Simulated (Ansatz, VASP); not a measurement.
## Two plane-wave programs on Si2S

File INCAR:

```
ALGO = Normal ; EDIFF = 1E-6
ENCUT = 520 ; GGA = PS
ISIF = 2 ; ISMEAR = 0
LASPH = True ; LCHARG = False
LREAL = False ; LWAVE = False
NBANDS = 23 ; NELM = 80
PREC = Accurate ; SIGMA = 0.1
```

KPOINTS

```
k-points
0
Gamma
  6 6 2
```

File POSCAR:

```
Si2S
1.0
    2.6825943297      0.0000000000      0.0000000000
   -1.3412971649      2.3231948376      0.0000000000
    0.0000000000      0.0000000000      9.3501039490
Si S
4 2
Direct
    0.6666666667      0.3333333333      0.8986176337
    0.3333333333      0.6666666667      0.3986176337
    0.6666666667      0.3333333333      0.6013823663
    0.3333333333      0.6666666667      0.1013823663
    0.0000000000      0.0000000000      0.7500000000
    0.0000000000      0.0000000000      0.2500000000
```

Input for Ansatz:

```yaml
crystal:
  lattice:
    - [2.6825943297, 0.0, 0.0]
    - [-1.3412971649, 2.3231948376, 0.0]
    - [0.0, 0.0, 9.350103949]
  atoms:
    - { symbol: Si, position: [0.6666666667, 0.3333333333, 0.8986176337] }
    - { symbol: Si, position: [0.3333333333, 0.6666666667, 0.3986176337] }
    - { symbol: Si, position: [0.6666666667, 0.3333333333, 0.6013823663] }
    - { symbol: Si, position: [0.3333333333, 0.6666666667, 0.1013823663] }
    - { symbol: S, position: [0.0, 0.0, 0.75] }
    - { symbol: S, position: [0.0, 0.0, 0.25] }
basis:
  ecutwfc: 420
kpoints:
  mp_grid: { grid: [6, 6, 2] }
hamiltonian:
  xc: pbesol
scf:
  occupations: { method: gaussian, width: 0.1 }
output:
  forces: true
  stress: true
  eigenvalues: true
```

Alike in both runs: task single point; functional PBEsol; k mesh 6 × 6 × 2; occupations gaussian, width 0.1 eV; no spin polarisation.

```csv
,VASP,Ansatz
version,VASP 6.6.1,Ansatz 0.2.0
potentials or method,"VASP PAW PBE potentials, release 64 (Si, S)","scalar-relativistic, plane waves, PAW"
plane-wave cutoff (eV),520,420
valence electrons in the cell,28,28
```

Ansatz gave:

```
gap on the k mesh at the Fermi level (eV) : none
rms of the force components (eV/Å)        : 2.871
```

Q: What did VASP give for the same quantities?

A: gap on the k mesh at the Fermi level (eV): none; rms of the force components (eV/Å): 2.890.

Atom by atom the forces differ by 0.018 eV/Å (rms over components). A gap of «none» marks a metal or a gap that the smearing closes. The functional is the same, so the differences come from potentials, cutoffs and numerics.

Caveats: the k mesh is coarse (spacing up to 0.45 Å⁻¹), so the values aren't converged; the PAW data sets were made with another functional, which shifts forces and pressure a little (VASP).
